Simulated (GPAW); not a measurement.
SnO in GPAW: the effect of functional

The system is SnO.

```
CELL_PARAMETERS angstrom
3.81370 0.00000 0.00000
0.00000 3.81370 0.00000
0.00000 0.00000 4.88691
ATOMIC_POSITIONS crystal
Sn 0.50000 0.00000 0.76463
Sn 0.00000 0.50000 0.23537
O 0.00000 0.00000 0.00000
O 0.50000 0.50000 0.00000
```

The cell is a database's computed one.

Alike in all runs:

```yaml
Program: GPAW 26.7.0
Task: dielectric tensor
Cutoff: 550 eV
Basis: pw
k_mesh: 6 × 6 × 5
Occupations: fermi-dirac, width 0.001 eV
Spin: no spin polarisation
```

| functional | potentials or basis | gap on the mesh (eV) | dielectric constant (mean) |
| --- | --- | --- | --- |
| RPBE | the program's PAW data sets (release 1.2.1) made for this functional | ? | ? |
| PBEsol | PAW data sets generated in the run's folder for this functional | 0.13 | 7.51 |
| PBE | GPAW PAW data sets (gpaw-data 1.2.1) | 0.15 | 7.29 |

Q: What does the run with functional RPBE give?

A: gap on the mesh 0.14 eV; dielectric constant 7.16 mean.

Caveats: the gap is small at this level, which inflates the dielectric constant; the long-wavelength limit can be off by a per cent or two; spin-orbit coupling is left out, which moves the levels of the heavy elements; an odd mesh through Γ misses points on the zone boundary, where band edges often lie.
